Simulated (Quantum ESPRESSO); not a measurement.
# Tl (P6_3/mmc) in Quantum ESPRESSO: single point with PBE

Aim: the single point of Tl with PBE.

Everything below comes from runs of Quantum ESPRESSO 7.5. Logs are shortened: lines on timing, memory, paths and dates and some standing lists are left out, and cuts for length are marked.

## (1) The structure

Symmetry: P6_3/mmc, No. 194, hexagonal system. Conventional cell: a = 3.456 Å, b = 3.456 Å, c = 5.525 Å, α = 90.00°, β = 90.00°, γ = 120.00°. Tl (site symmetry -6m2) is surrounded by 12 Tl at 3.41 to 3.46 Å.

## (2) Single point, PBE

run.py reads:

```python
import numpy as np
from ase.calculators.espresso import Espresso, EspressoProfile
from ase.io import read

atoms = read('Tl.cif')

input_data = {
    'control': {'calculation': 'scf', 'prefix': 'pwscf', 'outdir': './tmp', 'tprnfor': True, 'tstress': True, 'disk_io': 'nowf'},
    'system': {'ecutwfc': 55.0, 'ecutrho': 440.0, 'nbnd': 20, 'occupations': 'smearing', 'smearing': 'fd', 'degauss': 0.00367493},
    'electrons': {'conv_thr': 4e-10, 'electron_maxstep': 120, 'mixing_beta': 0.5},
}
pseudopotentials = {'Tl': 'Tl_pbe_v1.2.uspp.F.UPF'}
profile = EspressoProfile(command='pw.x', pseudo_dir='pseudo')
atoms.calc = Espresso(profile=profile, input_data=input_data, pseudopotentials=pseudopotentials, kpts=(9, 9, 5), koffset=(0, 0, 0))

print(f'energy {atoms.get_potential_energy():.8f} eV')
print('forces (eV/A)')
print(np.round(atoms.get_forces(), 6))
print('stress (eV/A^3, Voigt)')
print(np.round(atoms.get_stress(), 8))
print(f'Fermi level {atoms.calc.get_fermi_level():.4f} eV')
```

Tl.cif reads:

```cif
data_Tl
_cell_length_a 3.45600000
_cell_length_b 3.45600000
_cell_length_c 5.52500000
_cell_angle_alpha 90.00000000
_cell_angle_beta 90.00000000
_cell_angle_gamma 120.00000000
_space_group_name_H-M_alt 'P1'
_space_group_name_Hall 'P 1'
_space_group_IT_number 1
loop_
_space_group_symop_operation_xyz
'x,y,z'
loop_
_atom_site_label
_atom_site_type_symbol
_atom_site_symmetry_multiplicity
_atom_site_Wyckoff_symbol
_atom_site_fract_x
_atom_site_fract_y
_atom_site_fract_z
_atom_site_occupancy
Tl1 Tl 1 a 0.6666666667 0.3333333333 0.7500000000 1
Tl2 Tl 1 a 0.3333333333 0.6666666667 0.2500000000 1
```

Potentials or basis: SSSP 1.3 efficiency PBE.

The run is started by

```bash
> OMP_NUM_THREADS=1 python run.py
```

Output:

```text
energy -3944.67622534 eV
forces (eV/A)
[[0. 0. 0.]
 [0. 0. 0.]]
stress (eV/A^3, Voigt)
[-0.01595299 -0.01595299 -0.02438718  0.         -0.         -0.        ]
Fermi level 10.7387 eV
```

espresso.pwi:

```text
&CONTROL
   calculation      = 'scf'
   tstress          = .true.
   tprnfor          = .true.
   outdir           = './tmp'
   prefix           = 'pwscf'
   disk_io          = 'nowf'
   pseudo_dir       = 'pseudo'
/
&SYSTEM
   nbnd             = 20
   ecutwfc          = 55.0
   ecutrho          = 440.0
   occupations      = 'smearing'
   degauss          = 0.00367493
   smearing         = 'fd'
   ntyp             = 1
   nat              = 2
   ibrav            = 0
/
&ELECTRONS
   electron_maxstep = 120
   conv_thr         = 4e-10
   mixing_beta      = 0.5
/
&IONS
/
&CELL
/
&FCP
/
&RISM
/
ATOMIC_SPECIES
Tl 204.38 Tl_pbe_v1.2.uspp.F.UPF

K_POINTS automatic
9 9 5  0 0 0

CELL_PARAMETERS angstrom
3.45600000000000 0.00000000000000 0.00000000000000
-1.72800000000000 2.99298379547902 0.00000000000000
0.00000000000000 0.00000000000000 5.52500000000000

ATOMIC_POSITIONS angstrom
Tl 1.7280000002 0.9976612651 4.1437500000  
Tl -0.0000000002 1.9953225304 1.3812500000
```

espresso.pwo:

```text
This program is part of the open-source Quantum ESPRESSO suite
     for quantum simulation of materials; please cite
         "P. Giannozzi et al., J. Phys.:Condens. Matter 21 395502 (2009);
         "P. Giannozzi et al., J. Phys.:Condens. Matter 29 465901 (2017);
         "P. Giannozzi et al., J. Chem. Phys. 152 154105 (2020);
     in publications or presentations arising from this work. More details at

Warning: card &CELL ignored
Warning: card &FCP ignored
Warning: card &RISM ignored

     Message from routine setup:
     using ibrav=0 with symmetry is DISCOURAGED, use correct ibrav instead

     G-vector sticks info
     --------------------
     sticks:   dense  smooth     PW     G-vecs:    dense   smooth      PW
     Sum        1285     649    199                60045    21277    3465

     Using Slab Decomposition

     bravais-lattice index     =            0
     lattice parameter (alat)  =       6.5309  a.u.
     unit-cell volume          =     385.6621 (a.u.)^3
     number of atoms/cell      =            2
     number of atomic types    =            1
     number of electrons       =        26.00
     number of Kohn-Sham states=           20
     kinetic-energy cutoff     =      55.0000  Ry
     charge density cutoff     =     440.0000  Ry
     scf convergence threshold =      4.0E-10
     mixing beta               =       0.5000
     number of iterations used =            8  plain     mixing
     Exchange-correlation= SLA  PW   PBE  PBE
                           (   1   4   3   4   0   0   0)

     celldm(1)=   6.530893  celldm(2)=   0.000000  celldm(3)=   0.000000
     celldm(4)=   0.000000  celldm(5)=   0.000000  celldm(6)=   0.000000

     crystal axes: (cart. coord. in units of alat)
               a(1) = (   1.000000   0.000000   0.000000 )
               a(2) = (  -0.500000   0.866025   0.000000 )
               a(3) = (   0.000000   0.000000   1.598669 )

     reciprocal axes: (cart. coord. in units 2 pi/alat)
               b(1) = (  1.000000  0.577350 -0.000000 )
               b(2) = (  0.000000  1.154701  0.000000 )
               b(3) = (  0.000000 -0.000000  0.625520 )

     PseudoPot. # 1 for Tl read from file:
     Tl_pbe_v1.2.uspp.F.UPF
     Pseudo is Ultrasoft + core correction, Zval = 13.0
     Generated by new atomic code, or converted to UPF format
     Using radial grid of  899 points,  6 beta functions with:
                l(1) =   0
                l(2) =   0
                l(3) =   1
                l(4) =   1
                l(5) =   2
                l(6) =   2
     Q(r) pseudized with  6 coefficients,  rinner =    1.100   1.100   1.100
                                                       1.100   1.100

     atomic species   valence    mass     pseudopotential
     Tl               13.00   204.38000     Tl( 1.00)

     24 Sym. Ops., with inversion, found (12 have fractional translation)

   Cartesian axes

     site n.     atom                  positions (alat units)
         1        Tl     tau(   1) = (   0.5000000   0.2886751   1.1990017  )
         2        Tl     tau(   2) = (  -0.0000000   0.5773503   0.3996672  )

     number of k points=    36  Fermi-Dirac smearing, width (Ry)=  0.0037
                       cart. coord. in units 2pi/alat
        k(    1) = (   0.0000000   0.0000000   0.0000000), wk =   0.0049383
        k(    2) = (   0.0000000   0.0000000   0.1251041), wk =   0.0098765
        k(    3) = (   0.0000000   0.0000000   0.2502081), wk =   0.0098765
        k(    4) = (   0.0000000   0.1283001   0.0000000), wk =   0.0296296
        k(    5) = (   0.0000000   0.1283001   0.1251041), wk =   0.0592593
        k(    6) = (   0.0000000   0.1283001   0.2502081), wk =   0.0592593
[... 28 lines left out ...]
        k(   35) = (   0.3333333   0.5773503   0.1251041), wk =   0.0197531
        k(   36) = (   0.3333333   0.5773503   0.2502081), wk =   0.0197531

     Dense  grid:    60045 G-vectors     FFT dimensions: (  45,  45,  72)

     Smooth grid:    21277 G-vectors     FFT dimensions: (  32,  32,  50)

     Check: negative core charge=   -0.000001

     Initial potential from superposition of free atoms

     starting charge      25.9903, renormalised to      26.0000

     negative rho (up, down):  1.014E-01 0.000E+00
     Starting wfcs are   18 randomized atomic wfcs +    2 random wfcs

     Self-consistent Calculation

     iteration #  1     ecut=    55.00 Ry     beta= 0.50
     Davidson diagonalization with overlap
     ethr =  1.00E-02,  avg # of iterations =  6.8

     Threshold (ethr) on eigenvalues was too large:
     Diagonalizing with lowered threshold

     Davidson diagonalization with overlap
     ethr =  3.47E-05,  avg # of iterations =  7.6

     negative rho (up, down):  1.018E-01 0.000E+00

     total energy              =    -289.92631840 Ry
     estimated scf accuracy    <       0.01062362 Ry

     iteration #  2     ecut=    55.00 Ry     beta= 0.50
     Davidson diagonalization with overlap
     ethr =  4.09E-05,  avg # of iterations =  2.0

     negative rho (up, down):  1.025E-01 0.000E+00

     total energy              =    -289.92824468 Ry
     estimated scf accuracy    <       0.00041400 Ry

     iteration #  3     ecut=    55.00 Ry     beta= 0.50
     Davidson diagonalization with overlap
     ethr =  1.59E-06,  avg # of iterations =  3.4

     negative rho (up, down):  1.033E-01 0.000E+00

     total energy              =    -289.92836234 Ry
     estimated scf accuracy    <       0.00009956 Ry

     iteration #  4     ecut=    55.00 Ry     beta= 0.50
     Davidson diagonalization with overlap
     ethr =  3.83E-07,  avg # of iterations =  2.1
[... 28 lines left out ...]
     negative rho (up, down):  1.032E-01 0.000E+00

     total energy              =    -289.92838030 Ry
     estimated scf accuracy    <          8.6E-10 Ry

     iteration #  8     ecut=    55.00 Ry     beta= 0.50
     Davidson diagonalization with overlap
     ethr =  3.32E-12,  avg # of iterations =  6.6

     negative rho (up, down):  1.032E-01 0.000E+00

     total energy              =    -289.92838032 Ry
     estimated scf accuracy    <          2.0E-09 Ry

     iteration #  9     ecut=    55.00 Ry     beta= 0.50
     Davidson diagonalization with overlap
     ethr =  3.32E-12,  avg # of iterations =  2.0

     negative rho (up, down):  1.032E-01 0.000E+00

     End of self-consistent calculation

          k = 0.0000 0.0000 0.0000 (  2683 PWs)   bands (ev):

    -1.0530  -0.8240  -0.8068  -0.8068  -0.7534  -0.7534  -0.6888  -0.6888
    -0.3513  -0.3513   0.7046   5.6441   7.9142  18.7366  18.7366  20.8153
    20.8153  21.0762  21.6020  21.6791

          k = 0.0000 0.0000 0.1251 (  2677 PWs)   bands (ev):

    -1.0250  -0.8367  -0.8367  -0.8331  -0.7754  -0.7754  -0.6213  -0.6213
    -0.3664  -0.3664   0.9259   4.3598   9.6340  18.9107  18.9107  19.2997
    20.6071  20.6071  21.1109  21.5434

          k = 0.0000 0.0000 0.2502 (  2640 PWs)   bands (ev):

    -0.9547  -0.8777  -0.8489  -0.8489  -0.8202  -0.8202  -0.5109  -0.5109
    -0.4187  -0.4187   1.6155   2.7835  12.5088  15.8045  19.3950  19.3950
    20.0501  20.0501  21.2137  21.3871

          k = 0.0000 0.1283 0.0000 (  2663 PWs)   bands (ev):

    -1.0168  -0.8644  -0.7650  -0.7549  -0.7429  -0.7193  -0.7122  -0.7048
    -0.4005  -0.3419   0.9401   5.7921   8.2171  16.4810  17.7896  19.2785
    21.2420  21.3998  21.4275  22.5699

          k = 0.0000 0.1283 0.1251 (  2665 PWs)   bands (ev):

    -0.9934  -0.8569  -0.8189  -0.7981  -0.7813  -0.7273  -0.6294  -0.6289
    -0.4154  -0.3599   1.1651   4.5684   9.8636  16.6898  18.0098  18.7303
    19.6306  20.6821  20.7492  21.9291
[... 165 lines left out ...]
    -1.0065  -0.9717  -0.8321  -0.8094  -0.7370  -0.5763  -0.5306  -0.4985
    -0.3515  -0.3030   5.7874   6.4868   9.3573  10.0579  11.9409  12.9182
    16.8739  18.2126  21.0782  22.2402

          k = 0.3333 0.5774 0.0000 (  2616 PWs)   bands (ev):

    -1.0765  -0.8238  -0.8238  -0.7422  -0.7422  -0.6927  -0.5426  -0.3904
    -0.3904  -0.3409   6.1475   6.1475   9.4464  12.5349  12.5349  13.5585
    13.8975  13.8975  17.3293  26.4570

          k = 0.3333 0.5774 0.1251 (  2661 PWs)   bands (ev):

    -1.0158  -0.9001  -0.9001  -0.6823  -0.6821  -0.6821  -0.5551  -0.4166
    -0.3731  -0.3731   6.2991   6.2991   9.7105  11.1935  11.1935  12.8199
    15.6481  15.6481  18.3477  25.7717

          k = 0.3333 0.5774 0.2502 (  2667 PWs)   bands (ev):

    -0.9690  -0.9690  -0.8525  -0.6806  -0.6396  -0.6396  -0.5855  -0.5780
    -0.3446  -0.3446   6.6071   6.6071  10.0248  10.0248  10.4553  11.5613
    17.9030  17.9030  20.4598  23.0289

     the Fermi energy is    10.7387 ev

!    total energy              =    -289.92838033 Ry
     estimated scf accuracy    <          4.4E-11 Ry
     smearing contrib. (-TS)   =      -0.00106158 Ry
     internal energy E=F+TS    =    -289.92731875 Ry

     The total energy is F=E-TS. E is the sum of the following terms:
     one-electron contribution =     -38.61796829 Ry
     hartree contribution      =      41.87395194 Ry
     xc contribution           =    -124.22387171 Ry
     ewald contribution        =    -168.95943070 Ry

     convergence has been achieved in   9 iterations

     negative rho (up, down):  1.032E-01 0.000E+00

     Forces acting on atoms (cartesian axes, Ry/au):

     atom    1 type  1   force =     0.00000000    0.00000000    0.00000000
     atom    2 type  1   force =     0.00000000    0.00000000    0.00000000

     Total force =     0.000000     Total SCF correction =     0.000000

     Computing stress (Cartesian axis) and pressure

     negative rho (up, down):  1.032E-01 0.000E+00
          total   stress  (Ry/bohr**3)                   (kbar)     P=       30.06
   0.00017375   0.00000000   0.00000000           25.56        0.00        0.00
   0.00000000   0.00017375  -0.00000000            0.00       25.56       -0.00
   0.00000000  -0.00000000   0.00026561            0.00       -0.00       39.07

=------------------------------------------------------------------------------=
   JOB DONE.
=------------------------------------------------------------------------------=
```

Wall time 35 s (1 thread of Arm Neoverse V1, shared host); peak memory 0.26 GiB.

Results:

| Property | Result |
| --- | --- |
| Free energy | -3944.6766 eV |
| Pressure | 3.0 GPa |
| Band gap on the k mesh | none (metal or under the smearing width) |

Levels at points of the mesh, in eV from the Fermi level:
```csv
k point,band 10,band 11,band 12,band 13,band 14,band 15,band 16,band 17
"(0.00, 0.00, 0.00)",-11.09,-10.03,-5.09,-2.82,8.00,8.00,10.08,10.08
```

## (3) The reference run

An earlier run on the cell as given: functional PBE; potentials or basis SSSP 1.3 efficiency PBE; cutoff 748 eV; density cutoff 5987 eV; k mesh 9 × 9 × 5; occupations fermi-dirac, width 0.05 eV; no spin polarisation.

- Pressure: 3.0 GPa
- Band gap on the k mesh: none (metal or under the smearing width)
